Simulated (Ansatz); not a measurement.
ZnS: S vacancy

Level of theory: DFT PBE, scalar-relativistic, plane waves, PAW (Ansatz). Settings: 420 eV cutoff, 2×2×2 k-mesh, shifted by half a step, Gaussian smearing of 0.01 eV, collinear spin in charge +1 alone.

Host crystal, relaxed:

```yaml
crystal:
  lattice:
    - [3.84407, 0.00000, 0.00000]
    - [-1.92203, 3.32906, 0.00000]
    - [0.00000, 0.00000, 6.30464]
  atoms:
    - { symbol: Zn, position: [0.33333, 0.66667, 0.00027] }
    - { symbol: Zn, position: [0.66667, 0.33333, 0.50027] }
    - { symbol: S, position: [0.33333, 0.66667, 0.37473] }
    - { symbol: S, position: [0.66667, 0.33333, 0.87473] }
```

Supercell of 36 atoms, rows in host cell vectors: -1 -2 1; 2 1 1; -1 1 1. Atoms relax at the host's cell from a start displaced at random by 0.05 Å near the defect, so other minima may exist. The cell is small, so energies carry finite-size errors of tenths of an eV. The host's Kohn–Sham gap is 2.08 eV. Atoms are taken from and returned to the elements' standard states. Charged cells are corrected for image charges with the computed static dielectric tensor (mean 9.2) and aligned with the host's potential at far atoms (alignment terms reach 0.82 eV). No band-filling term is added, and the Fermi level counts from the host's valence band top.

Defect: S vacancy at (0.333, 0.667, 0.375) of the host cell.

Task: What is the formation energy of the neutral defect?

Result: 3.59 eV.

Task: Does the neutral defect carry a moment, and how do its surroundings relax?

Result: The neutral run had no spin polarisation, so a moment wasn't tested. The nearest neighbours before are 4 Zn at 2.36 Å; after relaxation the atoms near the site are 1 Zn at 1.86 Å, 2 Zn at 1.91 Å, 1 Zn at 2.85 Å; the largest move is 0.56 Å.

Task: Charges +2, +1, 0 were computed. Which is stable where in the gap?

Result: Among the charges computed the stable one is +2 at the valence band top, changing to 0 at 1.12 eV. Levels between neighbouring charges: (+2/+1) 1.52 eV, (+1/0) 0.73 eV.